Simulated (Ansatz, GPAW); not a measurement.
This is a calculation of BP for Ansatz 0.2.0. 

Contents of input.yaml:

```yaml
crystal:
  lattice:
    - [0.0, 2.269, 2.269]
    - [2.269, 0.0, 2.269]
    - [2.269, 2.269, 0.0]
  atoms:
    - { symbol: P, position: [0.75, 0.75, 0.75] }
    - { symbol: B, position: [0.0, 0.0, 0.0] }
hamiltonian:
  xc: pbe
  pseudopotentials: { kind: paw }
kpoints:
  mp_grid: { grid: [10, 10, 10] }
scf:
  occupations: { method: gaussian, width: 0.023 }
output:
  forces: true
  stress: true
  eigenvalues: true
```

Potentials or basis: Ansatz PAW.

Run with:

```bash
$ ansatz run input.yaml --threads 2 --pin off --max-ram 5632MiB --backend cpu --events-out ev --progress --plain --runs-dir out
```

Problem. What does the same run look like in GPAW 26.7.0 (ASE script)? Potentials or basis there: GPAW PAW data sets (gpaw-data 1.2.1), cutoff 800 eV.

Solution. As run (cutoffs and basis follow the program's own potentials, and thresholds, step limits or extra output files can differ):

The input run.py:

```python
from ase import Atoms
from ase.dft.bandgap import bandgap
from ase.io import write
from ase.units import Bohr, GPa
from gpaw import GPAW, PW
from gpaw.elf import elf_from_dft_calculation

atoms = Atoms(['P', 'B'],
              cell=[[0.0, 2.269, 2.269],
                    [2.269, 0.0, 2.269],
                    [2.269, 2.269, 0.0]],
              scaled_positions=[[0.75, 0.75, 0.75],
                                [0.0, 0.0, 0.0]],
              pbc=True)

calc = GPAW(mode=PW(800),
            xc='PBE',
            kpts={'size': (10, 10, 10), 'gamma': True},
            occupations={'name': 'methfessel-paxton', 'order': 0, 'width': 0.023},
            nbands=11,
            convergence={'density': 1e-05, 'energy': 1e-05},
            maxiter=150,
            txt='gpaw.txt')
atoms.calc = calc
energy = atoms.get_potential_energy()
forces = atoms.get_forces()
stress = atoms.get_stress()
calc.write('gs.gpw')
write('result.traj', atoms)
print(f'Energy: {energy:.6f} eV')
print('Forces (eV/A):')
print(forces.round(4))
print('Stress (GPa):', (stress / GPa).round(3))
print('Fermi level:', round(calc.get_fermi_level(), 4), 'eV')
print(f'Gap: {bandgap(calc)[0]:.4f} eV, direct: {bandgap(calc, direct=True)[0]:.4f} eV')

# fields on the real-space grid
write('density.cube', atoms, data=calc.get_pseudo_density() * Bohr**3)
write('potential.cube', atoms, data=calc.get_electrostatic_potential())
write('elf.cube', atoms, data=elf_from_dft_calculation(calc).data)
```

Potentials or basis: GPAW PAW data sets (gpaw-data 1.2.1), pw.

Run with:

```console
$ OMP_NUM_THREADS=1 python run.py
```

Both were run:

|  | Ansatz | GPAW |
| --- | --- | --- |
| Pressure | 1.1 GPa | 1.4 GPa |

Ansatz's pressure holds a Pulay term of +0.13 GPa for its cutoff of 420 eV, which the other run lacks.

Where Ansatz's input types no cutoff or centring, it takes its own default and a Γ-centred mesh.

Pressure is positive in compression.
